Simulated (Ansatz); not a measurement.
# Pt: the order of phases, scalar-relativistic, part 1 of 3

Which of fcc, bcc, hcp is lowest for Pt, scalar-relativistic? The runs shown use PAW and LAPW.

Program: Ansatz 0.2.0. Level of theory: DFT PBE, with the methods named in each step. These are calculated values, not measurements.

## Step 1: The structure to begin with

Symmetry: Fm-3m, No. 225, cubic system. Conventional cell: a = 3.972 Å, b = 3.972 Å, c = 3.972 Å, α = 90.00°, β = 90.00°, γ = 90.00°. Pt (site symmetry m-3m) has 12 Pt at 2.81 Å as nearest neighbours.

As a file:

```
CELL_PARAMETERS angstrom
0.00000 1.98577 1.98577
1.98577 0.00000 1.98577
1.98577 1.98577 0.00000
ATOMIC_POSITIONS crystal
Pt 0.00000 0.00000 0.00000
```

## Step 2: Fcc relaxed, PAW

The input, input.yaml:

```yaml
crystal:
  lattice:
    - [0.0, 1.9857740511, 1.9857740511]
    - [1.9857740511, 0.0, 1.9857740511]
    - [1.9857740511, 1.9857740511, 0.0]
  atoms:
    - { symbol: Pt, position: [0.0, 0.0, 0.0] }
kpoints:
  mp_grid: { grid: [18, 18, 18] }
scf:
  occupations: { method: fermi_dirac, width: 0.05 }
hamiltonian:
  xc: pbe
  pseudopotentials: { kind: paw }
output:
  forces: true
  stress: true
  write_density: true
  write_potential: true
  elf: true
  volumetric_format: npy
relax:
  f_tol: 0.005
  max_steps: 40
  cell: {}
```

Command:

```
ansatz run input.yaml --threads 1 --pin off --max-ram 3072MiB --backend cpu --events-out ev --progress --plain --runs-dir out
```

The program printed:

```text
Engine: ansatz 0.2.0
Pseudopotentials: kind: paw
Pseudopotential: Pt, paw, valence charge 18, recommended cutoff 420 eV (normal)
Functional definition: PBE
  parameter kappa = 0.804
  parameter beta = 0.06672455060314922
  exchange = pbe_x(kappa = kappa, mu = beta*pi^2/3)
  correlation = pbe_c(beta = beta)
Crystal: 1 atoms, lattice volume = 15.661 Å³
Basis set: ecut = 420 eV, 331 PW (Γ), exchange–correlation on 40×40×40 points (8 copies of the dense FFT grid, shifted against one another)
Bands: 13, of which v1, the nominal top of the filled ones, is band 9 counted from 1 (8 counted from 0)
Symmetry: 48 space group operations
Space group: Fm-3m (ITA 225), of the structure as read, at distance tolerance 2.5e-5 Å
k-points: 195 of 5832
Non-local potential: Pt, projectors of the file, l = 0: 3, l = 1: 2, l = 2: 2, l = 3: 1
PAW form: soft (Blöchl's): semilocal exchange-correlation on the pseudo side does not see the compensation charge
PAW one-centre angular grid: Pt, 590 points (default); XC on 64 Gauss nodes
Initial density: superposition of atomic densities (neutral atoms: chi_scale 0, normalization atom), corrected by the library's trained network
Initial wavefunctions: pseudopotential atomic-orbital guess
Functional: x = pbe(κ = 0.804, μ = 0.2195149727645171), c = pbe(β = 0.06672455060314922)
SCF iter   1: F=—  HF=-12523.019271 eV  |F-HF|=—  |Δ(HF+E_count)|=         —  Δρ=3.21e-3  dr2=2.63e-4  ethr=1.77e-3  ⟨swp⟩=5.0  Hψ=13891  notcnv=0
preconditioner: auto → none  [metal: Δε(μ)=0.003 eV  Ē_g=13.791 eV  σ=0.050 eV  W_gap=0.02  n_scr=8 (ndim 8)  ℏωp=29.7 eV  f_vac=0.000  D(μ)=2.19/eV (n_scr^D=26)  sad-step TF]
SCF iter   2: F=—  HF=-12523.019650 eV  |F-HF|=—  |Δ(HF+E_count)|=   3.79e-4  Δρ=1.78e-3  dr2=9.37e-5  ethr=1.46e-6  ⟨swp⟩=2.5  Hψ=5549  notcnv=0
SCF iter   3: F=—  HF=-12523.019821 eV  |F-HF|=—  |Δ(HF+E_count)|=   1.71e-4  Δρ=3.46e-4  dr2=1.86e-5  ethr=5.20e-7  ⟨swp⟩=2.0  Hψ=3535  notcnv=0
SCF iter   4: F=—  HF=-12523.019815 eV  |F-HF|=—  |Δ(HF+E_count)|=   5.48e-6  Δρ=1.03e-4  dr2=1.02e-6  ethr=1.03e-7  ⟨swp⟩=2.6  Hψ=3666  notcnv=0
iter 5 did not close the SCF: its close was put off for the readings that it lacked (scf_convergence_deferred on its scf_iter line)
SCF iter   5: F=-12523.019815 eV  HF=-12523.019815 eV  |F-HF|=1.74e-8  |Δ(HF+E_count)|=   1.05e-7  Δρ=2.24e-5  dr2=4.94e-8  ethr=5.68e-9  ⟨swp⟩=2.1  Hψ=3409  notcnv=0
SCF iter   6: F=-12523.019815 eV  HF=-12523.019815 eV  |F-HF|=1.14e-9  |Δ(HF+E_count)|=  6.66e-10  Δρ=3.81e-6  dr2=1.95e-9  ethr=2.74e-10  ⟨swp⟩=5.0  Hψ=13255  notcnv=0
SCF 1 converged in 6 iterations: F = -12523.019815 eV  dr2 = 1.95e-9
relax step   1: F+E_penalty+E_count = -12523.01981542 eV  Δ(F+E_penalty+E_count) = +0.000e0 eV  max|allowed force component| = 0.000e0 eV/Å  Δτ_max = 0.0000 Å  P = -0.223 GPa  Ω = 15.661 Å³  (6 SCF iters, dr2 threshold 1.00e-7 eV, accepted)
Crystal: 1 atoms, lattice volume = 15.621 Å³
Basis set: ecut = 420 eV, 307 PW (Γ), exchange–correlation on 40×40×40 points (8 copies of the dense FFT grid, shifted against one another)
Initial density: handed on by an earlier stage of this run
Initial wavefunctions: those handed on with the density
iter 1 solved again at ethr=1.90e-8 eV; its pass at ethr=3.10e-3 eV (dr2=3.42e-6 eV) is discarded
SCF iter   1: F=—  HF=-12523.019810 eV  |F-HF|=—  |Δ(HF+E_count)|=         —  Δρ=1.91e-4  dr2=4.17e-6  ethr=1.90e-8  ⟨swp⟩=2.0  Hψ=16296  notcnv=0
preconditioner: auto → none  [metal: Δε(μ)=0.003 eV  Ē_g=13.820 eV  σ=0.050 eV  W_gap=0.02  n_scr=8 (ndim 8)  ℏωp=29.7 eV  f_vac=0.000  D(μ)=2.18/eV (n_scr^D=26)]
SCF iter   2: F=—  HF=-12523.019809 eV  |F-HF|=—  |Δ(HF+E_count)|=   1.08e-6  Δρ=9.00e-5  dr2=4.40e-7  ethr=1.90e-8  ⟨swp⟩=2.0  Hψ=3482  notcnv=0
SCF iter   3: F=-12523.019809 eV  HF=-12523.019809 eV  |F-HF|=4.39e-9  |Δ(HF+E_count)|=   2.31e-8  Δρ=3.61e-5  dr2=7.86e-8  ethr=5.56e-10  ⟨swp⟩=7.0  Hψ=13040  notcnv=0
SCF 2 converged in 3 iterations: F = -12523.019809 eV  dr2 = 7.86e-8
relax step   2: F+E_penalty+E_count = -12523.01980926 eV  Δ(F+E_penalty+E_count) = +6.160e-6 eV  max|allowed force component| = 0.000e0 eV/Å  Δτ_max = 0.0000 Å  P = +0.416 GPa  Ω = 15.621 Å³  energy of the carried Pulay correction = +1.791e-5 eV  (3 SCF iters, dr2 threshold 1.00e-7 eV, rejected (line search))
Crystal: 1 atoms, lattice volume = 15.647 Å³
iter 1 solved again at ethr=4.56e-9 eV; its pass at ethr=3.10e-3 eV (dr2=8.21e-7 eV) is discarded
SCF iter   1: F=—  HF=-12523.019832 eV  |F-HF|=—  |Δ(HF+E_count)|=         —  Δρ=9.28e-5  dr2=1.16e-6  ethr=4.56e-9  ⟨swp⟩=2.0  Hψ=16306  notcnv=0
preconditioner: auto → none  [metal: Δε(μ)=0.003 eV  Ē_g=13.803 eV  σ=0.050 eV  W_gap=0.02  n_scr=8 (ndim 8)  ℏωp=29.7 eV  f_vac=0.000  D(μ)=2.19/eV (n_scr^D=26)]
SCF iter   2: F=—  HF=-12523.019832 eV  |F-HF|=—  |Δ(HF+E_count)|=   5.63e-7  Δρ=4.04e-5  dr2=9.78e-8  ethr=4.56e-9  ⟨swp⟩=2.0  Hψ=3619  notcnv=0
SCF iter   3: F=—  HF=-12523.019831 eV  |F-HF|=—  |Δ(HF+E_count)|=   1.44e-8  Δρ=1.74e-5  dr2=1.70e-8  ethr=5.43e-10  ⟨swp⟩=2.7  Hψ=4519  notcnv=0
SCF iter   4: F=—  HF=-12523.019831 eV  |F-HF|=—  |Δ(HF+E_count)|=   1.08e-9  Δρ=4.81e-6  dr2=1.25e-9  ethr=9.46e-11  ⟨swp⟩=1.0  Hψ=2535  notcnv=0
SCF iter   5: F=—  HF=-12523.019831 eV  |F-HF|=—  |Δ(HF+E_count)|=  1.96e-10  Δρ=5.90e-7  dr2=1.91e-11  ethr=6.94e-12  ⟨swp⟩=2.0  Hψ=3301  notcnv=0
SCF iter   6: F=-12523.019831 eV  HF=-12523.019831 eV  |F-HF|=5.46e-12  |Δ(HF+E_count)|=  3.64e-12  Δρ=5.37e-8  dr2=1.52e-13  ethr=1.00e-12  ⟨swp⟩=4.8  Hψ=9033  notcnv=0
SCF 3 converged in 6 iterations: F = -12523.019831 eV  dr2 = 1.52e-13
relax step   3: F+E_penalty+E_count = -12523.01983150 eV  Δ(F+E_penalty+E_count) = -1.607e-5 eV  max|allowed force component| = 0.000e0 eV/Å  Δτ_max = 0.0000 Å  P = -0.001 GPa  Ω = 15.647 Å³  energy of the carried Pulay correction = +6.246e-6 eV  (6 SCF iters, accepted)
Initial wavefunctions: pseudopotential atomic-orbital guess (no wavefunctions were taken with the density)
iter 1 solved again at ethr=3.14e-8 eV; its pass at ethr=3.10e-3 eV (dr2=5.65e-6 eV) is discarded
SCF iter   1: F=—  HF=-12523.019824 eV  |F-HF|=—  |Δ(HF+E_count)|=         —  Δρ=3.19e-6  dr2=2.80e-10  ethr=3.14e-8  ⟨swp⟩=2.9  Hψ=20218  notcnv=0
eigensolver tolerance schedule: the retry pair's looser diagonalisation over-reported the residual by 20195.85 of it (diagonalisation noise at 0.26 of the residual, at the tolerance the schedule requests for it); recorded, not acted on — ethr = c·dr2/N_el stays at c = 1.0e-1
preconditioner: auto → none  [metal: Δε(μ)=0.003 eV  Ē_g=13.802 eV  σ=0.050 eV  W_gap=0.02  n_scr=8 (ndim 8)  ℏωp=29.7 eV  f_vac=0.000  D(μ)=2.19/eV (n_scr^D=26)]
SCF iter   2: F=—  HF=-12523.019824 eV  |F-HF|=—  |Δ(HF+E_count)|=   6.31e-7  Δρ=1.49e-6  dr2=5.95e-11  ethr=1.55e-12  ⟨swp⟩=2.2  Hψ=4420  notcnv=0
SCF iter   3: F=—  HF=-12523.019824 eV  |F-HF|=—  |Δ(HF+E_count)|=  1.46e-11  Δρ=3.78e-7  dr2=1.37e-11  ethr=1.00e-12  ⟨swp⟩=1.0  Hψ=2535  notcnv=0
SCF iter   4: F=-12523.019824 eV  HF=-12523.019824 eV  |F-HF|=5.46e-12  |Δ(HF+E_count)|=  1.82e-12  Δρ=7.69e-8  dr2=3.17e-13  ethr=1.00e-12  ⟨swp⟩=5.1  Hψ=9671  notcnv=0
SCF 4 converged in 4 iterations: F = -12523.019824 eV  dr2 = 3.17e-13
relax step   4: F+E_penalty+E_count = -12523.01982427 eV  Δ(F+E_penalty+E_count) = +7.229e-6 eV  max|allowed force component| = 0.000e0 eV/Å  Δτ_max = 0.0000 Å  P = -0.000 GPa  Ω = 15.647 Å³  stress off target by 4.77e-4 GPa  SCF on the basis re-selected at this cell (its energy is not comparable with the rows above)  (4 SCF iters)
basis re-selected at this cell: Δ(F+E_penalty+E_count) = +7.229e-6 eV, ΔP = +0.001 GPa vs the last step (what re-selecting the basis moved, of the pressure what is left beyond the Pulay correction that the steps carried, after the strain that the cell walked since its last selection, with what the two solves' SCF thresholds leave and, on support functions, any second-order correction that the steps lacked; it is no measure of the basis error at this ecutwfc). This SCF's stress stands 4.77e-4 GPa from its target on what of the cell is left free (relax.cell.stress_tol is 5.00e-2 GPa) and its largest allowed force component is 0.00e0 eV/Å (relax.f_tol is 5.00e-3 eV/Å): within both
SCF converged after 4 iterations
Free energy (F): -12523.019824 eV
Harris-Foulkes:  -12523.019824 eV  (|F-HF|=5.46e-12)
Internal energy: -12523.002344 eV  (E = F + TS)
E sigma→0 (E₀):  -12523.011084 eV
Entropy (-TS):   -0.017480 eV (-17.480 meV/atom)
Fermi energy:    22.281477 eV
--- Per-component energies (eV) ---
  E_band       = -145.444886
  E_kinetic    = 636.992445
  E_local      = -1509.679548  (includes V_loc(G=0)·N_el)
  E_nonlocal   = 199.801089
  E_hartree    = 559.156964
  E_xc         = -261.596046
  E_vxc        = -302.595081  (∫ρ·V_xc dr)
  E_paw        = -9453.890294  (= ΣΔE_a)
  E_vpaw       = -288.277911  (= ΣTr[D̂ρ^β])
  E_aug_tail   = 0.000204  (compensation charges beyond the density's cutoff)
  E_ewald      = -2693.787158
  E_smearing   = -0.017480  (= −TS)
  E_closure    = 0.000000  (closes the sum)
  Σ components = -12523.019824   (vs F -12523.019824, Δ=0.00e0)
--- Forces (eV/Å), atoms counted from 1 ---
  atom   1  Pt    -0.00000000     0.00000000     0.00000000
  max |Σ_I F_I| component: 7.40e-32 eV/Å
--- Stress (GPa, compression-positive) ---
       -0.000477      -0.000000      -0.000000
       -0.000000      -0.000477      -0.000000
       -0.000000      -0.000000      -0.000477
  P = ⅓ Tr σ = -0.0005 GPa (-0.005 kbar)
--- Band table (eV; the first three rows and the last of 195) ---
  k-point 0: bands = ["-76.0959", "-30.1121", "-30.1121", "-30.1121", "12.4537", "18.6985", "18.6985", "18.6985", "20.7317", "20.7317", "36.9884", "41.7253", "41.7253"]
  k-point 1: bands = ["-76.0951", "-30.1247", "-30.1139", "-30.1139", "12.5743", "18.6462", "18.7459", "18.7459", "20.7057", "20.7057", "37.1692", "41.0612", "41.9029"]
  k-point 2: bands = ["-76.0927", "-30.1612", "-30.1192", "-30.1192", "12.9253", "18.5119", "18.8701", "18.8701", "20.6505", "20.6505", "37.6577", "39.6675", "42.4178"]
  k-point 194: bands = ["-76.0590", "-30.4068", "-30.3661", "-30.2710", "16.8711", "17.5725", "18.4222", "20.4747", "22.7399", "29.1823", "29.6724", "31.0320", "34.0067"]
--- Relaxed structure (3 steps of the walk, 2 accepted, 1 SCFs on fresh bases) ---
  F+E_penalty+E_count = -12523.01982427 eV   max|allowed force component| = 0.000e0 eV/Å   (the final SCF, on the basis selected at the relaxed cell)
  cell:  # Å, volume = 15.6469 Å³
    - [-2.0381488131582358e-34, 1.985179655526824, 1.985179655526824]
    - [1.985179655526824, 5.095372032895589e-35, 1.985179655526824]
    - [1.985179655526824, 1.985179655526824, -2.5476860164477946e-34]
  atoms:
    - { symbol: Pt, position: [0.0, 0.0, 0.0] }
```

Wall time 4 s (1 thread of Intel Xeon 6975P-C (Granite Rapids), shared host); peak memory 0.35 GiB.

Relaxation path:

```csv
step,energy from step 1 (eV/cell),largest force component (eV/Å),pressure (GPa),volume (Å³)
1,0.0000,0.0000,-0.22,15.66
2x,0.0000,0.0000,0.42,15.62
3,0.0000,0.0000,0.00,15.65
4,0.0000,0.0000,0.00,15.65
```

Step 1 is the start. Step 4 repeats the geometry before on a plane-wave basis chosen anew for that cell, so the energy can jump there without any move; the table keeps such jumps. 1 step was tried and not accepted (marked x).

| input's cell | before | after | change |
| --- | --- | --- | --- |
| a (Å) | 2.808 | 2.807 | -0.0 % |
| b (Å) | 2.808 | 2.807 | -0.0 % |
| c (Å) | 2.808 | 2.807 | -0.0 % |
| volume (Å³/atom) | 15.66 | 15.65 | -0.1 % |

Result: pressure 0.00 GPa; no gap.

## Step 3: Fcc relaxed, LAPW

The input, input.yaml:

```yaml
crystal:
  lattice:
    - [0.0, 1.9851796555, 1.9851796555]
    - [1.9851796555, 0.0, 1.9851796555]
    - [1.9851796555, 1.9851796555, 0.0]
  atoms:
    - { symbol: Pt, position: [0.0, 0.0, 0.0] }
kpoints:
  mp_grid: { grid: [18, 18, 18] }
scf:
  occupations: { method: fermi_dirac, width: 0.05 }
hamiltonian:
  xc: pbe
  pseudopotentials: { kind: all_electron, lapw: { basis_error: 0.0005 } }
output:
  forces: true
  stress: true
  eigenvalues: true
  populations: true
relax:
  f_tol: 0.005
  max_steps: 25
  cell: {}
```

Command:

```
ansatz run input.yaml --threads 1 --pin off --max-ram 3072MiB --backend cpu --events-out ev --progress --plain --runs-dir out
```

The program printed, cut to the lines that bear on the results:

```text
[...]
Pt: projections on atomic orbitals take those of the free atom 1s2 2s2 2p6 3s2 3p6 3d10 4s2 4p6 4d10 4f14 5s2 5p6 5d9 6s1, of charge +0.00 (hamiltonian.pseudopotentials.projection_atoms)
LAPW: plane waves up to 8.919 Å⁻¹, error target 5.0e-4 eV per atom; small_component_spin mean_spin; Pt in spheres of 1.362 Å, 42 of its electrons in bands, Dirac shells []
[...]
Pseudopotentials: kind: all_electron
[...]
  F+E_penalty+E_count = -500957.32849952 eV   max|allowed force component| = 0.000e0 eV/Å   (the final SCF, on the basis selected at the relaxed cell)
  cell:  # Å, volume = 15.6469 Å³
    - [0.0, 1.9851796555, 1.9851796555]
    - [1.9851796555, 0.0, 1.9851796555]
    - [1.9851796555, 1.9851796555, 0.0]
  atoms:
    - { symbol: Pt, position: [0.0, 0.0, 0.0] }
--- Löwdin populations: 1 site ---
  site symbol       q [e]
     0     Pt     77.8602
  spilling = 0.001792 (of n_electrons = 78.000000)
```

Wall time 23 s (1 thread of Intel Xeon 6975P-C (Granite Rapids), shared host); peak memory 0.52 GiB.

Relaxation path:

```
step  energy from step 1 (eV/cell)  largest force component (eV/Å)  pressure (GPa)  volume (Å³)
   1                        0.0000                          0.0000           -0.04        15.65
   2                        0.0000                          0.0000           -0.04        15.65
```

Step 1 is the start. Step 2 repeats the geometry before on a plane-wave basis chosen anew for that cell, so the energy can jump there without any move; the table keeps such jumps.

| input's cell | before | after | change |
| --- | --- | --- | --- |
| a (Å) | 2.807 | 2.807 | -0.0 % |
| b (Å) | 2.807 | 2.807 | -0.0 % |
| c (Å) | 2.807 | 2.807 | -0.0 % |
| volume (Å³/atom) | 15.65 | 15.65 | -0.0 % |

In short: pressure -0.04 GPa; no gap.

(Continued in part 2 of 3.)
